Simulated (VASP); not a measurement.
Here is a VASP 6.6.1 calculation.

INCAR

```
SYSTEM = MoS2
  PREC = Accurate
  ENCUT = 520
  EDIFF = 1E-6
  ISMEAR = 0
  SIGMA = 0.02
  LREAL = .False.
  LASPH = .True.
  NELM = 100
  ALGO = Normal
  ISIF = 2
  LWAVE = .False.
  LCHARG = .False.
  GGA = PE
  ICORELEVEL = 1
```

KPOINTS

```
Automatic mesh
0
Gamma
  10 10 2
  0 0 0
```

Contents of POSCAR:

```
MoS2
1.0
    3.1845414560      0.0000000000      0.0000000000
   -1.5922707280      2.7578938003      0.0000000000
    0.0000000000      0.0000000000     21.6705347200
Mo S
2 4
Direct
    0.3333333333      0.6666666667      0.8511602300
    0.6666666667      0.3333333333      0.1488397700
    0.6666666667      0.3333333333      0.7796253900
    0.3333333333      0.6666666667      0.0772510000
    0.6666666667      0.3333333333      0.9227490000
    0.3333333333      0.6666666667      0.2203746100
```

Potentials or basis: VASP PAW PBE potentials, release 64 (Mo_sv, S).

Launch:

```bash
$ cat potpaw_PBE.64/Mo_sv/POTCAR potpaw_PBE.64/S/POTCAR > POTCAR
$ mpirun -np 1 vasp_std > vasp.out
```

Question: What does it give for the band gap on the k mesh?

Answer: 1.40 eV, indirect (least direct gap 1.89 eV).

Question: Estimate the largest force.

Answer: 0.221 eV/Å.

Forces in eV/Å, atoms in the order of the input:
```
Mo   0.000  0.000  0.001
Mo   0.000  0.000 -0.001
S    0.000  0.000 -0.221
S    0.000  0.000 -0.161
S    0.000  0.000  0.161
S    0.000  0.000  0.221
```

PBE gaps usually lie below the measured ones, often by a third to a half.
